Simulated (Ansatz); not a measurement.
What a change of settings does to a run on ZnCu

The cell is COD entry 9008814, as deposited and not checked against the literature; nothing was relaxed. The listed cell was then made from it by scaling, straining or moving an atom.

First run: DFT, PBE, all-electron PAW with datasets made for the crystal, scalar-relativistic (Ansatz 0.2.0).

Command: `ansatz run input.yaml --threads 1 --pin off --max-ram 2048MiB --backend cpu --events-out ev --progress --plain --runs-dir out` The run took 51 s on 1 thread of Arm Neoverse V1 (shared host), peak memory 0.76 GiB.

```yaml
crystal:
  lattice:
    - [2.97445, 0.0, 0.0]
    - [0.0, 2.97445, 0.0]
    - [0.0, 0.0, 2.945]
  atoms:
    - { symbol: Zn, position: [0.5, 0.5, 0.5] }
    - { symbol: Cu, position: [0.0, 0.0, 0.0] }
kpoints:
  mp_grid: { grid: [14, 14, 14] }
scf:
  occupations: { method: fermi_dirac, width: 0.05 }
hamiltonian:
  xc: pbe
  pseudopotentials: { kind: all_electron, datasets: crystal }
output:
  forces: true
  stress: true
  eigenvalues: true
  efg: { contact_densities: true }
```

Result: converged; pressure -0.14 GPa; 11 SCF iterations.

A second input differs as follows:

```diff
@@ -10,5 +10,6 @@
   mp_grid: { grid: [14, 14, 14] }
 scf:
-  occupations: { method: fermi_dirac, width: 0.05 }
+  occupations: { method: fermi_dirac, width: 2.0 }
+  max_iter: 60
 hamiltonian:
   xc: pbe
```

Task: What is wrong with it, and what does the program do?

Result: The fault is a smearing of electronvolts. The run converged; energy at zero smearing +426.0 meV/atom from the first run; pressure 32.4 GPa; 11 SCF iterations. Such numbers aren't properties of the crystal. The log ends:
```
  P = ⅓ Tr σ = 32.3513 GPa (323.513 kbar)
  It holds what live shells' own plane waves past their cutoff add
--- PAW observables at the nuclei: V_zz in 10²¹ V/m², potentials from the cell's mean, atoms counted from 1 ---
  atom   1  Zn V_zz =    -0.002518   η = 0.0000   by run symmetry: allowed
            electrostatic potential = -3948.340746 V   contact ρ = 166698.386592 e/Å³
  atom   2  Cu V_zz =    -0.029430   η = 0.0000   by run symmetry: allowed
            electrostatic potential = -3758.988066 V   contact ρ = 147646.696484 e/Å³
--- Band table (eV; the first three rows and the last of 288) ---
  k-point 0: bands = ["5.4802", "7.7552", "7.7588", "8.4012", "8.4149", "8.4149", "10.9908", "11.0088", "11.6828", "11.6889", "11.6889", "21.6633", "21.6633", "22.0082", "26.5250", "26.6609", "27.4971", "38.6665", "38.6665", "38.9016", "39.6274", "39.6274"]
  k-point 1: bands = ["5.5726", "7.7706", "7.7756", "8.4062", "8.4077", "8.4077", "11.0018", "11.0026", "11.6618", "11.6618", "11.6783", "21.0791", "21.7988", "21.7988", "26.5777", "26.9325", "28.3541", "37.8001", "37.9625", "37.9625", "38.7149", "39.0827"]
  k-point 2: bands = ["5.8468", "7.8039", "7.8349", "8.3875", "8.3875", "8.4201", "10.9819", "11.0348", "11.5879", "11.5879", "11.6657", "19.3004", "22.1973", "22.1973", "26.7374", "27.1403", "30.5294", "36.0497", "36.0497", "36.0755", "37.0217", "39.3427"]
  k-point 287: bands = ["7.8865", "7.8865", "7.8966", "8.7082", "8.7203", "10.4518", "10.4518", "10.4639", "11.8722", "11.8888", "19.5176", "19.7743", "19.8286", "19.8286", "19.8473", "19.9245", "19.9245", "21.2328", "50.8777", "50.8779", "50.9750", "50.9752"]
```
